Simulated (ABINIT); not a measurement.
Crystal: Ge.

```
Ge
1.0
     5.24058    0.00000    0.00000
     0.00000    5.24058    0.00000
     0.00000    0.00000    2.65536
Ge
3
Direct
  0.00000 0.00000 0.00000
  0.00000 0.50000 0.00000
  0.50000 0.00000 0.00000
```

The cell was built by a generator and needn't be a form met in nature.

| Property | Result |
| --- | --- |
| Program | ABINIT 10.8.3 (patched build) |
| Task | single point |
| Functional | PBE |
| Potentials or basis | JTH PAW PBE v2.0 |
| Cutoff | 599 eV |
| k mesh | 5 × 5 × 10 |
| Occupations | fermi-dirac, width 0.05 eV |
| Spin | no spin polarisation |

On this cell: pressure -0.6 GPa; largest force under 0.003 eV/Å; band gap on the k mesh none (metal or under the smearing width).

The same run follows on a disturbed copy (atoms moved at random, drawn with an rms of 0.05 Å):

```
CELL_PARAMETERS angstrom
5.24058 0.00000 0.00000
0.00000 5.24058 0.00000
0.00000 0.00000 2.65536
ATOMIC_POSITIONS crystal
Ge 0.99401 0.99492 0.00600
Ge 0.98845 0.51069 0.98409
Ge 0.49455 0.99786 0.00521
```

Question: What does the disturbed cell give?

Answer: The energy (extrapolated to zero smearing) moves by +5.2 meV/atom; pressure -0.4 GPa; largest force 0.412 eV/Å; band gap on the k mesh none (metal or under the smearing width).

Forces in eV/Å, atoms in the order of the input:
```
Ge   0.039  0.410 -0.004
Ge  -0.040 -0.392  0.002
Ge   0.001 -0.019  0.002
```

Stress tensor (GPa, compression positive):
```
-0.59  0.05  0.00
 0.05 -0.25  0.02
 0.00  0.02 -0.47
```
